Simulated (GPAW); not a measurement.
ZrSe2:

```
CELL_PARAMETERS angstrom
3.79800 0.00000 0.00000
-1.89900 3.28916 0.00000
0.00000 0.00000 6.19200
ATOMIC_POSITIONS crystal
Zr 0.00000 0.00000 0.00000
Se 0.66667 0.33333 0.75000
Se 0.33333 0.66667 0.25000
```

Program: GPAW 26.7.0. Alike in all runs: potentials or basis the program's PAW data sets (release 1.2.1) made for this functional, pw; no spin polarisation; cell as given.

Order these runs on this cell by their band gap on the k mesh, lowest first.
A. level revPBE; k mesh 5 × 5 × 3; cutoff (eV) 510; smearing fermi-dirac 0.01 eV; maxiter 150
B. level LDA+U; U Zr d U = 8.0 eV; k mesh 7 × 7 × 4; cutoff (eV) 400; smearing fermi-dirac 0.001 eV; maxiter 150; response ecut 80 eV; response k mesh 13 × 13 × 7; response bands 42
C. level LDA+U; U Zr d U = 6.2 eV; k mesh 7 × 7 × 4; cutoff (eV) 450; smearing fermi-dirac 0.05 eV; maxiter 120; convergence default

A (0.48 eV), C (1.29 eV), B (1.57 eV).

Caveats: an odd mesh through Γ misses points on the zone boundary, where band edges often lie; the long-wavelength limit can be off by several per cent where d states take part (some runs); response on these states lacks terms of the Hamiltonian (some runs).
